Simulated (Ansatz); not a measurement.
A nudged elastic band was laid between two geometries of a periodic cell of 17 atoms, Si (host Si, host structure diamond, interstitial Si).

The calculation used Ansatz, DFT PBEsol, scalar-relativistic, plane waves, PAW. Settings: PAW set soft_1, cutoff 420 eV, k mesh 2x2x2, gaussian smearing 0.02 eV, no spin polarisation.

```
movable images  : 3
climbing image  : yes
spring          : 5.0 eV/Å²
optimiser       : quadratic models (default)
start path      : straight line
force threshold : 0.05 eV/Å
iteration limit : 80
end points      : relaxed
```

Image 0:

```xyz
17
Lattice="0.0000 5.4300 5.4300 5.4300 0.0000 5.4300 5.4300 5.4300 0.0000" Properties=species:S:1:pos:R:3
Si 0.031 -0.005 -0.001
Si 1.351 1.358 1.361
Si 2.714 2.678 -0.002
Si 4.094 4.044 1.379
Si 2.713 -0.005 2.681
Si 4.094 1.375 4.048
Si 5.429 2.709 2.713
Si 6.763 4.044 4.048
Si -0.001 2.711 2.714
Si 1.351 4.063 4.066
Si 2.714 5.425 2.746
Si 4.076 6.788 4.066
Si 2.714 2.743 5.428
Si 4.076 4.063 6.791
Si 5.396 5.425 5.428
Si 6.764 6.805 6.808
Si 8.144 5.424 5.428
```

Image 4:

Only the atoms that move by more than 0.05 Å are listed.
```
Si17 6.791 4.073 6.786
```

Problem. What changes between the two ends?

Solution. The atom that moves furthest is Si17, by 2.34 Å; four of its nearest neighbours are Si4 2.39, Si8 2.39, Si6 2.39, Si16 2.39 Å at the first end and Si3 2.39, Si11 2.39, Si15 2.39, Si9 2.39 Å at the last.

Problem. What energy profile does the band end with?

Solution. It converged. The highest image is number 2 of 0 to 4, 0.294 eV above the ends, which have the same energy within 2 meV. By the program's own check the climbing image is a first-order saddle point (lowest curvatures found: -0.30 and 0.62 eV/Å²). Limits of this set-up: coarse k mesh, PAW files made for another functional, a small cell, in which the defect meets its images, a typed lattice constant that wasn't relaxed here.

| image | path coordinate (Å) | energy (eV) | Si6–Si17 (Å) | Si9–Si17 (Å) |
| --- | --- | --- | --- | --- |
| 0 | 0.00 | 0.000 | 2.39 | 4.70 |
| 1 | 0.78 | 0.195 | 2.52 | 4.00 |
| 2 | 1.57 | 0.294 | 3.10 | 3.08 |
| 3 | 2.35 | 0.191 | 4.01 | 2.51 |
| 4 | 3.12 | 0.000 | 4.70 | 2.39 |

Problem. What is the geometry of the highest image?

Solution. 
```xyz
17
Lattice="0.0000 5.4300 5.4300 5.4300 0.0000 5.4300 5.4300 5.4300 0.0000" Properties=species:S:1:pos:R:3
Si 0.024 -0.080 0.076
Si 1.436 1.330 1.279
Si 2.817 2.607 -0.103
Si 4.175 3.970 1.456
Si 2.639 -0.080 2.690
Si 3.825 1.106 4.320
Si 5.203 2.485 2.942
Si 6.689 3.970 3.969
Si 0.254 2.966 2.461
Si 1.436 4.147 4.096
Si 2.817 5.529 2.819
Si 4.305 7.017 3.839
Si 2.639 2.736 5.506
Si 4.048 4.147 6.709
Si 5.326 5.529 5.327
Si 6.689 6.887 6.886
Si 7.463 4.744 6.112
```

Time of the run: 39 min on 1 thread of Arm Neoverse V1, with other jobs on the host, peak memory 0.72 GiB.
